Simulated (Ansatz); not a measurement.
Convergence notes, G0W0 on BN (h-MgO type)

BN built on the h-MgO prototype (it has left that coordination), relaxed with r2SCAN; one-shot G0W0 in Ansatz without spin-orbit coupling. All values are calculated for a non-magnetic cell, which may be hypothetical.

```
B N
1.0
     2.50084    0.00000    0.00000
    -1.25042    2.16579    0.00000
     0.00000    0.00000    6.89313
B N
2 2
Direct
  0.33333 0.66667 0.25000
  0.66667 0.33333 0.75000
  0.66667 0.33333 0.25000
  0.33333 0.66667 0.75000
```

Gaps are read over the mesh points alone. G0W0 here is at a finite number of bands, screening cutoff and k mesh, not at the basis limit.

| start | potentials | frequency model | mesh | empty bands | screening cutoff (eV) | Kohn-Sham gap (eV) | G0W0 gap (eV) | rough cost |
| --- | --- | --- | --- | --- | --- | --- | --- | --- |
| PBE | PAW | contour deformation | 6×6×2 | 60 | 80 | 4.34 | 5.80 | 10 core-seconds |
| PBE | PAW | contour deformation | 6×6×2 | 140 | 140 | 4.34 | 5.93 | 30 core-seconds |
| PBE | PAW | contour deformation | 6×6×2 | 257 | 210 | 4.34 | 6.05 | 100 core-seconds |
| HSE06 | PAW | contour deformation | 6×6×2 | 140 | 140 | 5.65 | 6.56 | 80 core-seconds |
| LDA | PAW | contour deformation | 6×6×2 | 140 | 140 | 4.15 | 5.88 | 28 core-seconds |
| r2SCAN | PAW | contour deformation | 6×6×2 | 140 | 140 | 4.89 | 6.18 | 40 core-seconds |
| PBE | PAW | Godby-Needs pole | 6×6×2 | 140 | 140 | 4.34 | 5.92 | 50 core-seconds |
| PBE | PAW | contour deformation | 9×9×4 | 60 | 80 | 4.45 | 5.91 | 90 core-seconds |
| PBE | norm-conserving | contour deformation | 6×6×2 | 140 | 140 | 4.34 | 5.95 | 80 core-seconds |

Over the mesh points the PBE gap of 4.34 eV becomes a quasiparticle gap of 6.05 eV (H to M), a change of +1.71 eV. Renormalisation factors Z lie between 0.75 and 0.84.

Raising bands and cutoff together moves the gap by +0.13 eV (80 to 140 eV), then +0.12 eV (140 to 210 eV); the last step is still large, so the basis limit isn't reached. Starting from HSE06 (5.65 eV against PBE's 4.34 eV) gives 6.56 eV, +0.63 eV from G0W0@PBE at the same screening cutoff. Starting from LDA (4.15 eV against PBE's 4.34 eV) gives 5.88 eV, -0.05 eV from G0W0@PBE at the same screening cutoff. Starting from r2SCAN (4.89 eV against PBE's 4.34 eV) gives 6.18 eV, +0.25 eV from G0W0@PBE at the same screening cutoff. The Godby-Needs plasmon pole differs from contour deformation by -0.01 eV. A 9×9×4 mesh in place of 6×6×2 changes the opening over PBE by +0.01 eV (the gap on the mesh by +0.11 eV, the PBE gap by +0.11 eV). Norm-conserving potentials (wave cutoff 1240 eV against 420 eV) shift the quasiparticle gap by +0.02 eV and the PBE gap by 0.00 eV. r2SCAN runs take a wave cutoff of 500 eV.
